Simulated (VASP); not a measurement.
Wanted: the native input for a VASP 6.6.1 run.

| Quantity | Value |
| --- | --- |
| Task | band structure |
| Functional | LDA |
| Potentials or basis | VASP PAW LDA potentials, release 64 (Co) |
| Cutoff | 350 eV |
| k mesh | 12 × 12 × 6 |
| Occupations | gaussian, width 0.1 eV |
| Spin | collinear spin, ferromagnetic start |
| Starting moments | [1.5, 1.5] μB |
| Further INCAR settings | ALGO = Normal; EDIFF = 1e-07 |

Co:

```
Co
1.0
     2.42479    0.00000    0.00000
    -1.21240    2.09993    0.00000
     0.00000    0.00000    3.90391
Co
2
Cartesian
  0.0000 1.4000 0.9760
  1.2124 0.7000 2.9279
```

The input as run:

POSCAR

```
Co                                      
1.0
    2.4247943029     -0.0000000000      0.0000000000
   -1.2123971514      2.0999334675     -0.0000000000
    0.0000000000      0.0000000000      3.9039101517
  Co            
     2
Direct
     0.3333333300000021    0.6666666699999979    0.2500000000000000
     0.6666666699999979    0.3333333300000021    0.7500000000000000
```

INCAR.step1

```
SYSTEM = Co
PREC = Accurate
ENCUT = 350
EDIFF = 1E-7
ISMEAR = 0
SIGMA = 0.1
LREAL = .FALSE.
LASPH = .TRUE.
NELM = 100
ALGO = Normal
ISIF = 2
LWAVE = .FALSE.
LCHARG = .TRUE.
ISPIN = 2
MAGMOM = 1.5 1.5
LORBIT = 11
LMAXMIX = 4
GGA = CA
```

KPOINTS.step1

```
Automatic mesh
0
G
  12 12 6
  0 0 0
```

INCAR.step2

```
SYSTEM = Co
PREC = Accurate
ENCUT = 350
EDIFF = 1E-7
ISMEAR = 0
SIGMA = 0.05
LREAL = .FALSE.
LASPH = .TRUE.
NELM = 100
ALGO = Normal
ISIF = 2
LWAVE = .FALSE.
LCHARG = .FALSE.
ISPIN = 2
MAGMOM = 1.5 1.5
LORBIT = 11
LMAXMIX = 4
GGA = CA
ICHARG = 11
```

KPOINTS.step2

```
path GMKGALHA,LM,KH
15
line-mode
reciprocal
 0.0000000000  0.0000000000  0.0000000000  G
 0.5000000000  0.0000000000  0.0000000000  M

 0.5000000000  0.0000000000  0.0000000000  M
 0.3333333333  0.3333333333  0.0000000000  K

 0.3333333333  0.3333333333  0.0000000000  K
 0.0000000000  0.0000000000  0.0000000000  G

 0.0000000000  0.0000000000  0.0000000000  G
 0.0000000000  0.0000000000  0.5000000000  A

 0.0000000000  0.0000000000  0.5000000000  A
 0.5000000000  0.0000000000  0.5000000000  L

 0.5000000000  0.0000000000  0.5000000000  L
 0.3333333333  0.3333333333  0.5000000000  H

 0.3333333333  0.3333333333  0.5000000000  H
 0.0000000000  0.0000000000  0.5000000000  A

 0.5000000000  0.0000000000  0.5000000000  L
 0.5000000000  0.0000000000  0.0000000000  M

 0.3333333333  0.3333333333  0.0000000000  K
 0.3333333333  0.3333333333  0.5000000000  H
```

Potentials or basis: VASP PAW LDA potentials, release 64 (Co).

Run with:

```sh
$ cat potpaw_LDA.64/Co/POTCAR > POTCAR
$ cp INCAR.step1 INCAR
$ cp KPOINTS.step1 KPOINTS
$ mpirun -np 1 vasp_std > vasp.out
$ cp INCAR.step2 INCAR
$ cp KPOINTS.step2 KPOINTS
$ mpirun -np 1 vasp_std > vasp.out
```

It gave:

```
Band gap along the path : none (metal or under the smearing width)
Net moment              : 2.94 μB per cell
```

Caveat: the log is that of the step along the path at fixed density, whose energy, stress, charges and moments have no meaning.

It took 42 s on 1 thread of Intel(R) Xeon(R) Platinum 8259CL CPU @ 2.50GHz (Skylake/Cascade Lake), on a shared host, peak memory 0.14 GiB.
